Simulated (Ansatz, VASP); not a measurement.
**Two plane-wave programs on Al**

```xyz
1
Lattice="0.0000 2.0847 1.9633 2.0847 0.0000 1.9633 2.0847 2.0847 0.0000" Properties=species:S:1:pos:R:3 pbc="T T T"
Al    0.0000    0.0000    0.0000
```

Change from the starting cell: strain +0.030 along x and y, -0.030 along z, atoms carried along.

Alike in both runs: task single point; functional PBE; dispersion D3(BJ); k mesh 20 × 20 × 20; occupations gaussian, width 0.15 eV; no spin polarisation.

|  | VASP | Ansatz |
| --- | --- | --- |
| version | VASP 6.6.1 | Ansatz 0.2.0 |
| potentials or method | VASP PAW PBE potentials, release 64 (Al) | scalar-relativistic, plane waves, PAW |
| plane-wave cutoff (eV) | 520 | 420 |
| valence electrons in the cell | 3 | 3 |

Ansatz gave:

```
gap on the k mesh at the Fermi level (eV)       : none
pressure (GPa)                                  : -5.4
largest component of the traceless stress (GPa) : 1.87
```

Q: What did VASP give for the same quantities?

A: gap on the k mesh at the Fermi level (eV): none; pressure (GPa): -5.5; largest component of the traceless stress (GPa): 1.87.

A gap of «none» marks a metal or a gap that the smearing closes.

Caveats: pairwise dispersion overbinds metals, which lowers pressure and volume.
